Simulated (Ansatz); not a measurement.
# Ru: levels along high-symmetry lines

```
CELL_PARAMETERS angstrom
0.00000 2.72699 2.72699
2.72699 0.00000 2.72699
2.72699 2.72699 0.00000
ATOMIC_POSITIONS crystal
Ru 0.00000 0.00000 0.00000
Ru 0.25000 0.25000 0.25000
```

Atoms are numbered in the order listed.

The structure comes from a relaxation in the same program, started in the diamond type, and has space group Fd-3m. Whether it is a known phase or the ground state wasn't checked.

Theory: Ansatz 0.2.0, DFT, PBE, all-electron LAPW, scalar-relativistic.

Settings: a Γ-centred 10×10×10 k mesh, Fermi–Dirac smearing of 0.03 eV, basis error target 0.5 meV/atom, no spin polarisation.

Points in fractions of the reciprocal vectors of this cell: Γ (0, 0, 0), X (0.5, 0, 0.5), U (0.625, 0.25, 0.625), K (0.375, 0.375, 0.75), L (0.5, 0.5, 0.5), W (0.5, 0.25, 0.75). The path joins them by straight lines in the order Γ–X–U–K–Γ–L–W–X; legs that retrace an earlier one aren't tabulated. Energies are in eV from the Fermi level.

Problem. Metal or insulator at this level of theory?

Solution. No gap opens: metallic or semimetallic.

Problem. Tabulate bands 31 to 37, counted from the lowest band of the run, along the path.

Solution. 
| k (1/Å) | point | band 31 | band 32 | band 33 | band 34 | band 35 | band 36 | band 37 |
| --- | --- | --- | --- | --- | --- | --- | --- | --- |
| 0.00 | Γ | -3.20 | -3.20 | -0.47 | -0.47 | -0.47 | 1.84 | 1.84 |
| 0.16 |  | -3.20 | -2.99 | -0.70 | -0.42 | -0.42 | 1.75 | 1.91 |
| 0.33 |  | -3.21 | -2.62 | -1.26 | -0.27 | -0.27 | 1.50 | 2.03 |
| 0.49 |  | -3.24 | -2.22 | -1.95 | 0.00 | 0.00 | 1.10 | 2.11 |
| 0.66 |  | -2.88 | -2.61 | -1.83 | 0.41 | 0.41 | 0.58 | 2.15 |
| 0.82 |  | -2.59 | -2.41 | -1.51 | 0.00 | 0.93 | 0.93 | 2.24 |
| 0.99 |  | -1.86 | -1.86 | -1.31 | -0.63 | 1.44 | 1.44 | 2.56 |
| 1.15 | X | -1.39 | -1.39 | -1.26 | -1.26 | 1.68 | 1.68 | 3.36 |
| 1.21 |  | -1.40 | -1.39 | -1.27 | -1.26 | 1.69 | 1.70 | 3.35 |
| 1.27 |  | -1.44 | -1.38 | -1.30 | -1.26 | 1.70 | 1.75 | 3.31 |
| 1.33 |  | -1.51 | -1.36 | -1.34 | -1.27 | 1.73 | 1.82 | 3.27 |
| 1.38 |  | -1.60 | -1.39 | -1.34 | -1.27 | 1.76 | 1.90 | 3.21 |
| 1.44 |  | -1.70 | -1.45 | -1.29 | -1.28 | 1.79 | 1.99 | 3.17 |
| 1.50 |  | -1.82 | -1.51 | -1.28 | -1.23 | 1.83 | 2.04 | 3.07 |
| 1.56 | U | -1.96 | -1.58 | -1.29 | -1.13 | 1.88 | 2.03 | 2.57 |
| 1.66 |  | -2.05 | -1.66 | -1.27 | -1.08 | 1.90 | 1.99 | 2.41 |
| 1.76 |  | -2.18 | -1.77 | -1.26 | -1.03 | 1.92 | 1.93 | 2.41 |
| 1.86 |  | -2.31 | -1.84 | -1.25 | -1.00 | 1.90 | 1.92 | 2.45 |
| 1.96 |  | -2.31 | -1.84 | -1.25 | -1.00 | 1.90 | 1.92 | 2.45 |
| 2.06 |  | -2.18 | -1.77 | -1.26 | -1.03 | 1.92 | 1.93 | 2.41 |
| 2.16 |  | -2.05 | -1.66 | -1.27 | -1.08 | 1.90 | 1.99 | 2.41 |
| 2.26 | K | -1.96 | -1.58 | -1.29 | -1.13 | 1.88 | 2.03 | 2.57 |
| 2.44 |  | -2.39 | -1.76 | -1.27 | -0.72 | 1.16 | 1.66 | 2.00 |
| 2.61 |  | -2.71 | -1.93 | -1.20 | -0.60 | 0.48 | 1.09 | 2.09 |
| 2.79 |  | -2.95 | -2.14 | -1.06 | -1.04 | 0.52 | 0.84 | 2.11 |
| 2.96 |  | -2.96 | -2.40 | -1.15 | -0.88 | 0.06 | 1.28 | 2.07 |
| 3.14 |  | -3.02 | -2.70 | -0.93 | -0.69 | -0.25 | 1.60 | 1.97 |
| 3.31 |  | -3.14 | -3.02 | -0.61 | -0.53 | -0.42 | 1.78 | 1.88 |
| 3.49 | Γ | -3.20 | -3.20 | -0.47 | -0.47 | -0.47 | 1.84 | 1.84 |
| 3.63 |  | -3.11 | -3.11 | -0.54 | -0.48 | -0.48 | 1.83 | 1.83 |
| 3.77 |  | -2.95 | -2.95 | -0.75 | -0.51 | -0.51 | 1.82 | 1.82 |
| 3.91 |  | -2.83 | -2.83 | -1.01 | -0.48 | -0.48 | 1.78 | 1.78 |
| 4.06 |  | -2.84 | -2.84 | -1.20 | -0.35 | -0.35 | 1.71 | 1.71 |
| 4.20 |  | -2.98 | -2.98 | -1.11 | -0.13 | -0.13 | 1.59 | 1.59 |
| 4.34 |  | -3.20 | -3.11 | -0.68 | 0.11 | 0.11 | 1.46 | 1.46 |
| 4.48 | L | -3.44 | -3.19 | -0.38 | 0.21 | 0.21 | 1.39 | 1.39 |
| 4.60 |  | -3.13 | -3.09 | -0.41 | 0.13 | 0.26 | 1.41 | 1.44 |
| 4.72 |  | -2.89 | -2.79 | -0.52 | -0.09 | 0.46 | 1.46 | 1.57 |
| 4.83 |  | -2.70 | -2.46 | -0.71 | -0.38 | 0.84 | 1.54 | 1.74 |
| 4.95 |  | -2.56 | -2.16 | -0.94 | -0.68 | 1.36 | 1.66 | 1.94 |
| 5.07 |  | -2.40 | -1.90 | -1.19 | -0.94 | 1.85 | 1.85 | 2.31 |
| 5.18 |  | -2.12 | -1.74 | -1.39 | -1.15 | 2.04 | 2.05 | 3.03 |
| 5.30 | W | -1.86 | -1.86 | -1.33 | -1.33 | 2.11 | 2.11 | 3.52 |
| 5.38 |  | -1.82 | -1.82 | -1.33 | -1.33 | 2.09 | 2.09 | 3.49 |
| 5.46 |  | -1.73 | -1.73 | -1.33 | -1.33 | 2.03 | 2.03 | 3.43 |
| 5.55 |  | -1.62 | -1.62 | -1.32 | -1.32 | 1.94 | 1.94 | 3.39 |
| 5.63 |  | -1.52 | -1.52 | -1.31 | -1.31 | 1.84 | 1.84 | 3.37 |
| 5.71 |  | -1.44 | -1.44 | -1.29 | -1.29 | 1.76 | 1.76 | 3.36 |
| 5.79 |  | -1.40 | -1.40 | -1.27 | -1.27 | 1.70 | 1.70 | 3.36 |
| 5.88 | X | -1.39 | -1.39 | -1.26 | -1.26 | 1.68 | 1.68 | 3.36 |
